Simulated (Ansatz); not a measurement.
Is this WC₄ stable against decomposition?

The calculation used DFT PBE, scalar-relativistic, plane waves, PAW (Ansatz). Settings: cutoff 420 eV, Γ-centred meshes spaced at most about 0.3 Å⁻¹, and about 0.25 Å⁻¹ or finer for metals (2π included), Gaussian smearing. No spin polarisation.

The zero of energy is the elements' standard structures at the same level; no fitted shifts are applied.

These are static total energies at zero pressure. Spin–orbit coupling, which can matter for W, is left out. The reference form of C is held partly by dispersion forces, which this level lacks.

The competitors are the elements and 2 reference phases of this chemical system (from databases or known types: W2C, WC), relaxed at the same level; other known phases may be missing.

The candidate was reached from: random cell.

Space group Pm-3m (No. 221). a = 4.088 Å, b = 4.088 Å, c = 4.088 Å, α = 90.00°, β = 90.00°, γ = 90.00°
```json
{"atom": "W", "site": "1b", "symmetry": "m-3m", "x": "0.5000", "y": "0.5000", "z": "0.5000"}
{"atom": "C", "site": "3c", "symmetry": "4/mm.m", "x": "0.0000", "y": "0.5000", "z": "0.5000"}
{"atom": "C", "site": "1a", "symmetry": "m-3m", "x": "0.0000", "y": "0.0000", "z": "0.0000"}
```

The lowest competing mixture at this composition:

```
phase      space group             source  share of atoms  ΔE_f (eV/atom)
    C                -            element          0.6000         -0.0002
   WC  P-6m2 (No. 187)  Materials Project          0.4000          -0.145
```

The lowest database cell of C (-0.0002) lies slightly below the reference, hence the non-zero entry.

**Question.** What are the hull's energy here, the candidate's formation energy and its margin?

**Answer.** The hull lies at -0.058 eV/atom, the weighted sum of the last column. The candidate has 3.222 eV/atom, which is 3.28 eV/atom above it. The candidate matches no cell in the subsets of the Crystallography Open Database and the Materials Project at hand. The margin is far too high for a likely synthesis.
